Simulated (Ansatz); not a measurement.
`C=CCCC=C` + `Cl[SiH2][NH][GeH3]` → `C=C[N]([GeH3])[SiH2]Cl` + `C=CCC`  (substitution at a C–C bond)

Program: Ansatz. Geometries: PBE0-D4/def2-TZVP. ΔE: electronic, gas phase. CCSD(T)/CBS is the MP2 limit (def2-TZVPP, def2-QZVPP) plus CCSD(T) − MP2 in def2-TZVPP, frozen cores. Functionals use def2-TZVPP. B3LYP here is the variant with VWN-RPA as its local correlation; programs differ in this. For Ge outer-core shells are correlated without core-valence functions, which leaves a few kJ/mol of doubt a bond. Scalar relativity is left out up to krypton. Each species was taken in one conformer, which may not be the lowest.

`C=CCCC=C`:

Cartesian coordinates in Å:
```
C 0.959 -0.649 -2.230
C 0.561 -1.209 -1.097
C 0.912 -0.730 0.272
C -0.316 -0.330 1.101
C -1.032 0.855 0.546
C -1.243 1.987 1.203
H 1.597 0.230 -2.231
H 0.667 -1.047 -3.195
H -0.083 -2.087 -1.141
H 1.437 -1.531 0.807
H 1.601 0.117 0.205
H -0.011 -0.126 2.131
H -1.003 -1.186 1.138
H -1.382 0.765 -0.481
H -0.903 2.120 2.226
H -1.764 2.821 0.746
```

`Cl[SiH2][NH][GeH3]`:

Cartesian coordinates in Å:
```
Cl 0.006 -0.536 2.813
Si -1.026 -0.552 1.018
N -0.432 0.555 -0.128
Ge 1.081 0.341 -1.167
H -0.872 -1.921 0.482
H -2.428 -0.219 1.356
H -0.747 1.510 -0.038
H 1.362 -1.166 -1.194
H 2.273 1.106 -0.566
H 0.782 0.880 -2.575
```

`C=C[N]([GeH3])[SiH2]Cl`:

Cartesian coordinates in Å:
```
C 0.227 -0.961 -1.982
C 0.018 0.147 -1.273
N 0.067 0.282 0.113
Ge 0.447 -1.226 1.145
Si -0.435 1.751 0.844
Cl -2.451 1.778 1.282
H 0.179 -0.923 -3.061
H 0.447 -1.922 -1.531
H -0.205 1.073 -1.802
H -0.606 -2.309 0.873
H 1.847 -1.728 0.770
H 0.387 -0.739 2.596
H 0.270 1.919 2.131
H -0.191 2.858 -0.106
```

`C=CCC`:

```xyz
12

C    -1.793    0.290    0.818
C    -0.469    0.229    0.813
C     0.401    0.499   -0.368
C     1.258   -0.705   -0.747
H    -2.349    0.563   -0.074
H    -2.370    0.074    1.710
H     0.048   -0.053    1.730
H    -0.219    0.803   -1.217
H     1.060    1.346   -0.141
H     1.890   -1.016    0.089
H     0.632   -1.556   -1.024
H     1.912   -0.473   -1.590
```

| level | ΔE (kJ/mol) | difference from CCSD(T)/CBS |
| --- | --- | --- |
| PBE-D4 | 0.7 | -9.8 |
| r2SCAN-D4 | 4.1 | -6.4 |
| B3LYP-D4 | 3.8 | -6.7 |
| ωB97X-V | 9.7 | -0.8 |
| ωB97M-V | 10.0 | -0.5 |
| B2PLYP | 9.3 | -1.2 |
| PBE | 4.5 | -6.0 |
| r2SCAN | 4.9 | -5.6 |
| PBE0 | 8.6 | -1.9 |
| B3LYP | 10.2 | -0.3 |
| CCSD(T)/def2-TZVPP | 10.0 | -0.5 |
| HF/def2-QZVPP | 22.8 | 12.3 |
| MP2/def2-QZVPP | 8.3 | -2.2 |
| SCS-MP2/def2-QZVPP | 11.5 | 1.0 |
| HF/CBS(def2) | 22.8 | 12.3 |
| MP2/CBS(def2) | 8.5 | -2.0 |
| CCSD(T)/CBS | 10.5 | 0 |

Largest T1 diagnostic among the species: 0.012.

The D4 term adds −6.3 kJ/mol with B3LYP and −3.3 kJ/mol with PBE0; it sums over pairs of atoms, weighted by their polarisabilities, and B3LYP, whose exchange is more repulsive, gets the larger term. In def2-TZVPP, CCSD(T) changes the Hartree–Fock value by −12.6 kJ/mol (the triples alone add −3.1 kJ/mol) and MP2 by −14.6 kJ/mol. From PBE to PBE0 (25 % exact exchange), in def2-TZVPP and without D4, ΔE moves by +4.1 kJ/mol.

CCSD(T)/CBS has its own doubt, a few kJ/mol and more with outer-core shells, so smaller differences from it don't rank the levels.
